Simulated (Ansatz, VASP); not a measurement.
## One calculation of CdS, two programs

File INCAR:

```
PREC = Accurate ; ENCUT = 520
EDIFF = 1E-6 ; ISMEAR = 0
SIGMA = 0.1 ; LREAL = False
LASPH = True ; NELM = 100
ALGO = Normal ; ISIF = 2
LWAVE = False ; LCHARG = False
GGA = PE ; IVDW = 12
NBANDS = 16
```

File KPOINTS:

```
Automatic mesh
0
Gamma
  6 6 6
```

The input POSCAR:

```
CdS
1.0
    0.0000000000      2.9100000000      2.9100000000
    2.9100000000      0.0000000000      2.9100000000
    2.9100000000      2.9100000000      0.0000000000
Cd S
1 1
Direct
    0.0000000000      0.0000000000      0.0000000000
    0.7500000000      0.7500000000      0.7500000000
```

Input for Ansatz:

```yaml
crystal:
  lattice:
    - [0.0, 2.91, 2.91]
    - [2.91, 0.0, 2.91]
    - [2.91, 2.91, 0.0]
  atoms:
    - { symbol: Cd, position: [0.0, 0.0, 0.0] }
    - { symbol: S, position: [0.75, 0.75, 0.75] }
basis:
  ecutwfc: 420
kpoints:
  mp_grid: { grid: [6, 6, 6] }
hamiltonian:
  xc: pbe
  dispersion: d3bj
scf:
  occupations: { method: gaussian, width: 0.1 }
output:
  forces: true
  stress: true
  eigenvalues: true
```

Alike in both runs: task single point; functional PBE; dispersion D3(BJ); k mesh 6 × 6 × 6; occupations gaussian, width 0.1 eV; no spin polarisation.

|  | VASP | Ansatz |
| --- | --- | --- |
| version | VASP 6.6.1 | Ansatz 0.2.0 |
| potentials or method | VASP PAW PBE potentials, release 64 (Cd, S) | scalar-relativistic, plane waves, PAW |
| plane-wave cutoff (eV) | 520 | 420 |
| valence electrons in the cell | 18 | 26 |

```tsv
	VASP	Ansatz	Ansatz less VASP
gap on the k mesh at the Fermi level (eV)	1.16	1.16	-0.005
least direct gap on the mesh (eV)	1.16	1.16	-0.005
pressure (GPa)	1.4	1.0	-0.37
```

The two sets of potentials don't hold the same shells in valence.
